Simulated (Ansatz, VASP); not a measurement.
## Two plane-wave programs on CdSe

```
CELL_PARAMETERS angstrom
0.00000 2.91178 2.91178
2.91178 0.00000 2.91178
2.91178 2.91178 0.00000
ATOMIC_POSITIONS crystal
Cd 0.00000 0.00000 0.00000
Se 0.50000 0.50000 0.50000
```

Change from the starting cell: volume scaled by 1.04.

Alike in both runs: task single point; functional PBE; k mesh 8 × 8 × 8; occupations fermi-dirac, width 0.05 eV; no spin polarisation.

|  | VASP | Ansatz |
| --- | --- | --- |
| version | VASP 6.6.1 | Ansatz 0.2.0 |
| potentials or method | VASP PAW PBE potentials, release 64 (Cd, Se) | Ansatz PAW |
| plane-wave cutoff (eV) | 520 | 420 |
| valence electrons in the cell | 18 | 36 |

VASP gave:

```
gap on the k mesh at the Fermi level (eV) : none
pressure (GPa)                            : -2.1
```

Estimate Ansatz's values.

gap on the k mesh at the Fermi level (eV): none; pressure (GPa): -2.4.

A gap of «none» marks a metal or a gap that the smearing closes. The two sets of potentials don't hold the same shells in valence.
